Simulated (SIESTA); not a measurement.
The system is Li2Se.

```
Se Li
1.0
     0.00000    3.00250    3.00250
     3.00250    0.00000    3.00250
     3.00250    3.00250    0.00000
Se Li
1 2
Direct
  0.00000 0.00000 0.00000
  0.75000 0.75000 0.75000
  0.25000 0.25000 0.25000
```

Base run:

```yaml
Program: SIESTA 5.4.2
Functional: PBEsol
Potentials_or_basis: PseudoDojo 0.4 standard (PBEsol files)
Basis: DZP (energy shift 0.003 Ry; two zetas on semicore shells)
Grid_cutoff: 800 Ry
Energy_shift: 0.003 Ry
k_mesh: 8 × 8 × 8
Occupations: fermi-dirac, width 0.05 eV
Spin: no spin polarisation
```

Its results: band gap on the k mesh 2.99 eV, indirect (least direct gap 3.31 eV); pressure -0.5 GPa.

Task: The run is repeated on the same cell with these changes: functional from PBEsol to LDA; potentials or basis from PseudoDojo 0.4 standard (PBEsol files) to PseudoDojo 0.4 standard (LDA files). What comes out?

Result: Band gap on the k mesh 2.99 eV, indirect (least direct gap 3.27 eV); pressure -2.0 GPa.

Caveats: the basis of atomic orbitals isn't converged, which shifts pressures, moduli and gaps.

Not every run made on this cell is shown here.
